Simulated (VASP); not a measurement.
# Sc (Fm-3m) in VASP: a series of runs

Runs on Sc. Level: PBE. Tasks: relaxation of cell and atoms.

Everything below comes from runs of VASP 6.6.1. Logs are shortened: lines on timing, memory, paths and dates and some standing lists are left out, and cuts for length are marked.

### Step 1. The structure

It takes space group Fm-3m (No. 225, cubic). Conventional cell: a = 4.520 Å, b = 4.520 Å, c = 4.520 Å, α = 90.00°, β = 90.00°, γ = 90.00°. Around Sc (site symmetry m-3m) lie 12 Sc at 3.20 Å.

This isn't the form of Sc at room conditions, which is hcp.

### Step 2. Relaxation of cell and atoms, PBE

The input, INCAR:

```
SYSTEM = Sc
PREC     = Accurate       ! precision mode
ENCUT    = 520            ! plane-wave cutoff, eV
EDIFF    = 1E-6           ! SCF threshold, eV
ISMEAR   = 0              ! smearing method
SIGMA    = 0.1            ! smearing width, eV
LREAL    = .FALSE.        ! projectors in reciprocal space
LASPH    = .TRUE.         ! aspherical terms in the spheres
NELM     = 120            ! most SCF steps
ALGO     = Normal         ! electronic algorithm
ISIF     = 3              ! what is computed and relaxed
LWAVE    = .FALSE.        ! write WAVECAR
LCHARG   = .FALSE.        ! write CHGCAR
GGA      = PE             ! functional
IBRION   = 2              ! ionic algorithm
NSW      = 90             ! ionic steps
EDIFFG   = -0.01          ! ionic threshold
```

The input, KPOINTS:

```
Automatic mesh
0
G
  17 17 17
  0 0 0
```

The input, POSCAR:

```
Sc
1.0
    0.0000000000      2.2600000000      2.2600000000
    2.2600000000      0.0000000000      2.2600000000
    2.2600000000      2.2600000000      0.0000000000
Sc
1
Direct
    0.0000000000      0.0000000000      0.0000000000
```

Potentials or basis: VASP PAW PBE potentials, release 64 (Sc_sv).

Command:

```
$ cat potpaw_PBE.64/Sc_sv/POTCAR > POTCAR
$ mpirun -np 1 vasp_std > vasp.out
```

OUTCAR:

```text
SYSTEM = Sc
   PREC = Accurate
   ENCUT = 520
   EDIFF = 1E-6
   ISMEAR = 0
   LREAL = .FALSE.
   LASPH = .TRUE.
   NELM = 120
   ISIF = 3
   GGA = PE
   IBRION = 2
   NSW = 90
   EDIFFG = -0.01

 ion  position               nearest neighbor table
   1  0.000  0.000  0.000-

  LATTYP: Found a face centered cubic cell.
 ALAT       =     4.5200000000

  Lattice vectors:

 A1 = (   0.0000000000,   2.2600000000,   2.2600000000)
 A2 = (   2.2600000000,   0.0000000000,   2.2600000000)
 A3 = (   2.2600000000,   2.2600000000,   0.0000000000)

Analysis of symmetry for initial positions (statically):
=====================================================================
 Subroutine PRICEL returns:
 Original cell was already a primitive cell.

 Routine SETGRP: Setting up the symmetry group for a
 face centered cubic supercell.

 Subroutine GETGRP returns: Found 48 space group operations
 (whereof 48 operations were pure point group operations)
 out of a pool of 48 trial point group operations.

The static configuration has the point symmetry O_h .

Analysis of symmetry for dynamics (positions and initial velocities):
=====================================================================
 Subroutine PRICEL returns:
 Original cell was already a primitive cell.

 Routine SETGRP: Setting up the symmetry group for a
 face centered cubic supercell.

 Subroutine GETGRP returns: Found 48 space group operations
 (whereof 48 operations were pure point group operations)
 out of a pool of 48 trial point group operations.

The dynamic configuration has the point symmetry O_h .

 Subroutine INISYM returns: Found 48 space group operations
 (whereof 48 operations are pure point group operations),
 and found     1 'primitive' translations

----------------------------------------------------------------------------------------

                                     Primitive cell

  volume of cell :      23.0864

  direct lattice vectors                    reciprocal lattice vectors
     0.000000000  2.260000000  2.260000000    -0.221238938  0.221238938  0.221238938
     2.260000000  0.000000000  2.260000000     0.221238938 -0.221238938  0.221238938
     2.260000000  2.260000000  0.000000000     0.221238938  0.221238938 -0.221238938

  length of vectors
     3.196122651  3.196122651  3.196122651     0.383197081  0.383197081  0.383197081

  position of ions in fractional coordinates (direct lattice)
     0.000000000  0.000000000  0.000000000

  ion indices of the primitive-cell ions
   primitive index   ion index
                 1           1

----------------------------------------------------------------------------------------

 KPOINTS: Automatic mesh

Automatic generation of k-mesh.
 Grid dimensions read from file:
 generate k-points for:   17   17   17

 Generating k-lattice:

  Cartesian coordinates                     Fractional coordinates (reciprocal lattice)
    -0.013014055  0.013014055  0.013014055     0.058823529  0.000000000  0.000000000
     0.013014055 -0.013014055  0.013014055     0.000000000  0.058823529  0.000000000
     0.013014055  0.013014055 -0.013014055     0.000000000  0.000000000  0.058823529

  Length of vectors
     0.022541005  0.022541005  0.022541005

  Shift w.r.t. Gamma in fractional coordinates (k-lattice)
     0.000000000  0.000000000  0.000000000

 Subroutine IBZKPT returns following result:
 ===========================================

 Found    165 irreducible k-points:

 Following reciprocal coordinates:
            Coordinates               Weight
  0.000000  0.000000  0.000000      1.000000
  0.058824  0.000000  0.000000      8.000000
  0.117647  0.000000  0.000000      8.000000
  0.176471  0.000000  0.000000      8.000000
  0.235294  0.000000  0.000000      8.000000
  0.294118  0.000000  0.000000      8.000000
[... 16 lines left out ...]
 -0.176471  0.058824  0.000000     24.000000
 -0.117647  0.058824  0.000000     24.000000
 [... further k-points ...]
   k-points           NKPTS =    165   k-points in BZ     NKDIM =    165   number of bands    NBANDS=      9
   number of dos      NEDOS =    301   number of ions     NIONS =      1
   total plane-waves  NPLWV =  13824
   dimension x,y,z NGX =    24 NGY =   24 NGZ =   24
   dimension x,y,z NGXF=    48 NGYF=   48 NGZF=   48
   ions per type =               1
   NGX,Y,Z   is equivalent  to a cutoff of  12.48, 12.48, 12.48 a.u.
   NGXF,Y,Z  is equivalent  to a cutoff of  24.97, 24.97, 24.97 a.u.
 SYSTEM =  Sc
   PREC   = accura    normal or accurate (medium, high low for compatibility)
   ISTART =      0    job   : 0-new  1-cont  2-samecut
   ICHARG =      2    charge: 1-file 2-atom 10-const
   ISPIN  =      1    spin polarized calculation?
   LNONCOLLINEAR =      F non collinear calculations
   LSORBIT =      F    spin-orbit coupling
   LASPH  =      T    aspherical Exc in radial PAW
   ENCUT  =  520.0 eV  38.22 Ry    6.18 a.u.   5.94  5.94  5.94*2*pi/ulx,y,z
   NELM   =    120;   NELMIN=  2; NELMDL= -5     # of ELM steps
   EDIFF  = 0.1E-05   stopping-criterion for ELM
   LREAL  =      F    real-space projection
   EDIFFG = -.1E-01   stopping-criterion for IOM
   NSW    =     90    number of steps for IOM
   IBRION =      2    ionic relax: 0-MD 1-quasi-New 2-CG
   NFREE  =      1    steps in history (QN), initial steepest desc. (CG)
   ISIF   =      3    stress and relaxation
   ISYM   =      2    0-nonsym 1-usesym 2-fastsym
   POTIM  = 0.5000    time-step for ionic-motion
   TEBEG  =    0.0;   TEEND  =   0.0 temperature during run
   PSTRESS=    0.0 pullay stress
   NELECT =      11.0000    total number of electrons
   NUPDOWN=      -1.0000    fix difference up-down
   EMIN   =  10.00;   EMAX   =-10.00  energy-range for DOS
   EFERMI =   0.00;   METHOD = LEGACY
   ISMEAR =     0;   SIGMA  =   0.10  broadening in eV -4-tet -1-fermi 0-gaus
   EFERMI_NEDOS =   21; number of points for ismear=-14 and -15
   IALGO  =     38    algorithm
   IMIX   =      4    mixing-type and parameters
     AMIX     =   0.40;   BMIX     =  1.00
     AMIX_MAG =   1.60;   BMIX_MAG =  1.00
  volume/ion in A,a.u.               =      23.09       155.79
  Fermi-wavevector in a.u.,A,eV,Ry     =   1.278657  2.416311 22.245021  1.634963
  Thomas-Fermi vector in A             =   2.411187
   LORBIT       =      0    0 simple, 1 ext, 2 COOP (PROOUT), +10 PAW based schemes
   GGA     = PE    functional components
   LHFCALC =     F    Hartree Fock is set to
   AEXX    =    0.0000 exact exchange contribution
   IVDW    =     0    specifies the selected vdW correction
   LEPSILON=     F    determine dielectric tensor
   LRPA    =     F    only Hartree local field effects (RPA)
 conjugate gradient relaxation of ions
 non-spin polarized calculation
 Gauss-broadening in eV      SIGMA  =   0.10
  energy-cutoff  :      520.00
  volume of cell :       23.09
 maximum number of plane-waves:       635
   NGX = 11   NGY = 11   NGZ = 11

--------------------------------------- Ionic step        1  -------------------------------------------

 number of electron      11.0000000 magnetization

 Free energy of the ion-electron system (eV)
  ---------------------------------------------------
  ext. energy  EPLUGINS =         0.00000000
  ---------------------------------------------------
  free energy    TOTEN  =        -6.18779179 eV

  energy without entropy =       -6.17914913  energy(sigma->0) =       -6.18347046

 E-fermi :   4.1395     XC(G=0): -10.1392

 val. band max:        4.1358504869   @ k =   0.4706   0.2941   0.1176
 cond. band min:       4.1424322954   @ k =   0.2941   0.2941   0.0000
 fundamental gap:      0.0065818085
 Fermi energy:         4.1395124249

 k-point     1 :       0.0000    0.0000    0.0000
  band No.  band energies     occupation
      1     -45.1242      2.00000
      2     -23.4998      2.00000
      3     -23.4998      2.00000
      4     -23.4998      2.00000
      5      -1.1748      2.00000
      6       5.8080      0.00000
      7       5.8080      0.00000
      8       5.8080      0.00000
      9       7.3107      0.00000

 k-point     2 :       0.0588    0.0000    0.0000
  band No.  band energies     occupation
      1     -45.1215      2.00000
      2     -23.5170      2.00000
      3     -23.5019      2.00000
      4     -23.5019      2.00000
      5      -1.0813      2.00000
      6       5.7359      0.00000
      7       5.8439      0.00000
      8       5.8439      0.00000
      9       7.2843      0.00000
[... 321 lines left out ...]
 POSITION                                       TOTAL-FORCE (eV/Angst)
 -----------------------------------------------------------------------------------
      2.31898      2.31898      4.63796        -0.000000     -0.000000      0.000000
 -----------------------------------------------------------------------------------
    total drift:                               -0.000000     -0.000000     -0.000000

  FREE ENERGIE OF THE ION-ELECTRON SYSTEM (eV)
  ---------------------------------------------------
  free  energy   TOTEN  =        -6.2049206079 eV

  energy  without entropy=       -6.1951411646  energy(sigma->0) =       -6.20003089

--------------------------------------- Ionic step        3  -------------------------------------------

 number of electron      10.9999999 magnetization

 Free energy of the ion-electron system (eV)
  ---------------------------------------------------
  ext. energy  EPLUGINS =         0.00000000
  ---------------------------------------------------
  free energy    TOTEN  =        -6.20543707 eV

  energy without entropy =       -6.19586434  energy(sigma->0) =       -6.20065071

 E-fermi :   3.7384     XC(G=0):  -9.8742

 val. band max:        3.7123948840   @ k =  -0.4118   0.3529   0.1765
 cond. band min:       3.7512184546   @ k =  -0.4706   0.1176   0.0000
 fundamental gap:      0.0388235706
 Fermi energy:         3.7384200137

 k-point     1 :       0.0000    0.0000    0.0000
  band No.  band energies     occupation
      1     -45.6988      2.00000
      2     -24.1153      2.00000
      3     -24.1153      2.00000
      4     -24.1153      2.00000
      5      -1.4513      2.00000
      6       5.3189      0.00000
      7       5.3189      0.00000
      8       5.3189      0.00000
      9       6.6944      0.00000

 k-point     2 :       0.0588    0.0000    0.0000
  band No.  band energies     occupation
      1     -45.6969      2.00000
      2     -24.1290      2.00000
      3     -24.1171      2.00000
      4     -24.1171      2.00000
      5      -1.3634      2.00000
      6       5.2531      0.00000
      7       5.3519      0.00000
      8       5.3519      0.00000
      9       6.6710      0.00000
[... 286 lines left out ...]
 POSITION                                       TOTAL-FORCE (eV/Angst)
 -----------------------------------------------------------------------------------
      0.00000      0.00000      0.00000        -0.000000      0.000000     -0.000000
 -----------------------------------------------------------------------------------
    total drift:                               -0.000000     -0.000000     -0.000000

  FREE ENERGIE OF THE ION-ELECTRON SYSTEM (eV)
  ---------------------------------------------------
  free  energy   TOTEN  =        -6.2054370722 eV

  energy  without entropy=       -6.1958643434  energy(sigma->0) =       -6.20065071

 reached required accuracy - stopping structural energy minimisation
```

Run time: 43 s. Hardware: 1 thread of Intel Xeon Platinum 8259CL at 2.50GHz (Skylake/Cascade Lake), shared host; peak memory 0.17 GiB.

Results:

- Free energy: -6.2054 eV
- Relaxed volume: 24.65 Å³/atom
- Relaxed cell: a = 3.267 Å, b = 3.267 Å, c = 3.267 Å, α = 60.00°, β = 60.00°, γ = 60.00°
- Space group after relaxing (to 0.05 Å): Fm-3m (No. 225)
- Energy gained by relaxing: 17.6 meV/atom
- Ionic steps: 3
- Pressure after relaxing: 0.0 GPa
- Band gap on the k mesh: none (metal or under the smearing width)

Step by step:
```
step  energy change (eV)  largest force (eV/Å)  pressure (GPa)  volume (Å³)
   1              0.0000                0.0000            3.75        23.09
   2             -0.0171                0.0000           -0.58        24.94
   3             -0.0176                0.0000            0.01        24.65
```

Final structure:
```
CELL_PARAMETERS angstrom
0.00000 2.31006 2.31006
2.31006 0.00000 2.31006
2.31006 2.31006 0.00000
ATOMIC_POSITIONS crystal
Sc 0.00000 0.00000 0.00000
```

PBE usually gives volumes a little too large and moduli too small. Zero-point motion and thermal expansion aren't in these numbers.

### Step 3. Relaxation of cell and atoms, PBE

This run uses another cell than the first one, of 24.65 Å³/atom, 1.068 times its volume.

INCAR, as its differences from that of step 2:

```diff
@@ -3,3 +3,3 @@
 ENCUT    = 520            ! plane-wave cutoff, eV
-EDIFF    = 1E-6           ! SCF threshold, eV
+EDIFF    = 1E-7           ! SCF threshold, eV
 ISMEAR   = 0              ! smearing method
@@ -15,3 +15,4 @@
 IBRION   = 2              ! ionic algorithm
-NSW      = 90             ! ionic steps
-EDIFFG   = -0.01          ! ionic threshold
+NSW      = 60             ! ionic steps
+EDIFFG   = -0.005         ! ionic threshold
+POTIM    = 0.3            ! step
```

KPOINTS is that of step 2.

The input, POSCAR:

```
Sc                                      
1.0
    0.0000000000      2.3100561350      2.3100561350
    2.3100561350      0.0000000000      2.3100561350
    2.3100561350      2.3100561350      0.0000000000
  Sc            
     1
Direct
     0.0000000000000000    0.0000000000000000    0.0000000000000000
```

Potentials or basis: VASP PAW PBE potentials, release 64 (Sc_sv).

Command:

```
$ cat potpaw_PBE.64/Sc_sv/POTCAR > POTCAR
$ mpirun -np 1 vasp_std > vasp.out
```

OUTCAR:

```text
SYSTEM = Sc
   PREC = Accurate
   ENCUT = 520
   EDIFF = 1E-7
   ISMEAR = 0
   LREAL = .FALSE.
   LASPH = .TRUE.
   NELM = 120
   ISIF = 3
   GGA = PE
   IBRION = 2
   NSW = 60
   EDIFFG = -0.005
   POTIM = 0.3

 ion  position               nearest neighbor table
   1  0.000  0.000  0.000-

  LATTYP: Found a face centered cubic cell.
 ALAT       =     4.6201122700

  Lattice vectors:

 A1 = (   0.0000000000,   2.3100561350,   2.3100561350)
[... 461 lines left out ...]
  band No.  band energies     occupation
      1     -45.6863      2.00000
      2     -24.1915      2.00000
      3     -24.1347      2.00000
      4     -24.1216      2.00000
      5      -0.9082      2.00000
      6       4.9433      0.00000
      7       5.4814      0.00000
      8       5.5077      0.00000
      9       6.4655      0.00000

 [... further k-points ...]
[... 5 lines left out ...]
  --------------------------------------------------------------------------------------
  -------------------------------------------------------------------------------------
  Total        0.0019194      0.0019194      0.0019194     -0.0000000      0.0000000      0.0000000
  in kB        0.1247346      0.1247346      0.1247346     -0.0000000      0.0000000      0.0000000
  external PRESSURE =       0.1247346 kB  Pullay stress =       0.0000000 kB

 VOLUME and BASIS-vectors are now :
 -----------------------------------------------------------------------------
  energy-cutoff  :      520.00
  volume of cell :       24.65
      direct lattice vectors                 reciprocal lattice vectors
     0.000000000  2.310056135  2.310056135    -0.216444957  0.216444957  0.216444957
     2.310056135  0.000000000  2.310056135     0.216444957 -0.216444957  0.216444957
     2.310056135  2.310056135  0.000000000     0.216444957  0.216444957 -0.216444957

 POSITION                                       TOTAL-FORCE (eV/Angst)
 -----------------------------------------------------------------------------------
      0.00000      0.00000      0.00000         0.000000      0.000000      0.000000
 -----------------------------------------------------------------------------------
    total drift:                               -0.000000      0.000000     -0.000000

  FREE ENERGIE OF THE ION-ELECTRON SYSTEM (eV)
  ---------------------------------------------------
  free  energy   TOTEN  =        -6.2061615447 eV

  energy  without entropy=       -6.1965886936  energy(sigma->0) =       -6.20137512

 reached required accuracy - stopping structural energy minimisation
```

OSZICAR:

```text
N       E                     dE             d eps       ncg     rms          rms(c)
DAV:   1     0.752761805118E+02    0.75276E+02   -0.53409E+03  2970   0.119E+03
DAV:   2    -0.520975271564E+01   -0.80486E+02   -0.80048E+02  3024   0.343E+02
DAV:   3    -0.687854880494E+01   -0.16688E+01   -0.16134E+01  4409   0.597E+01
DAV:   4    -0.689971218546E+01   -0.21163E-01   -0.20977E-01  4506   0.543E+00
DAV:   5    -0.689983478439E+01   -0.12260E-03   -0.12252E-03  4690   0.367E-01    0.532E+00
DAV:   6    -0.628772086757E+01    0.61211E+00   -0.14230E+00  4508   0.183E+01    0.158E+00
DAV:   7    -0.621113358520E+01    0.76587E-01   -0.33882E-01  4562   0.797E+00    0.609E-01
DAV:   8    -0.620735857718E+01    0.37750E-02   -0.25475E-02  4522   0.275E+00    0.220E-01
DAV:   9    -0.620618724198E+01    0.11713E-02   -0.76337E-03  4565   0.121E+00    0.401E-02
DAV:  10    -0.620616258374E+01    0.24658E-04   -0.18265E-04  4716   0.179E-01    0.544E-03
DAV:  11    -0.620616121533E+01    0.13684E-05   -0.28876E-06  4689   0.275E-02    0.110E-03
DAV:  12    -0.620616154491E+01   -0.32957E-06   -0.74905E-08  2271   0.428E-03    0.264E-04
DAV:  13    -0.620616154465E+01    0.25284E-09   -0.21078E-08  1887   0.149E-03
   1 F= -.62061615E+01 E0= -.62013751E+01  d E =-.620616E+01
```

CONTCAR:

```text
Sc
   1.00000000000000
     0.0000000000000000    2.3100561350000000    2.3100561350000000
     2.3100561350000000    0.0000000000000000    2.3100561350000000
     2.3100561350000000    2.3100561350000000    0.0000000000000000
  Sc
     1
Direct
     0.0000000000000000    0.0000000000000000    0.0000000000000000

  0.00000000E+00  0.00000000E+00  0.00000000E+00
```

Run time: 28 s. Hardware: 1 thread of Intel Xeon Platinum 8259CL at 2.50GHz (Skylake/Cascade Lake), shared host; peak memory 0.16 GiB.

What came out:

* Free energy: -6.2062 eV
* Pressure after relaxing: 0.0 GPa
* Band gap on the k mesh: none (metal or under the smearing width)

Final structure:
```cif
data_structure
_symmetry_space_group_name_H-M 'P 1'
_symmetry_Int_Tables_number 1
_cell_length_a 3.2669
_cell_length_b 3.2669
_cell_length_c 3.2669
_cell_angle_alpha 60.000
_cell_angle_beta 60.000
_cell_angle_gamma 60.000
_cell_volume 24.65
loop_
_atom_site_label
_atom_site_type_symbol
_atom_site_fract_x
_atom_site_fract_y
_atom_site_fract_z
_atom_site_occupancy
Sc1 Sc 0.00000 0.00000 0.00000 1
```

Caveat: the relaxation stopped at its first step, so nothing moved.
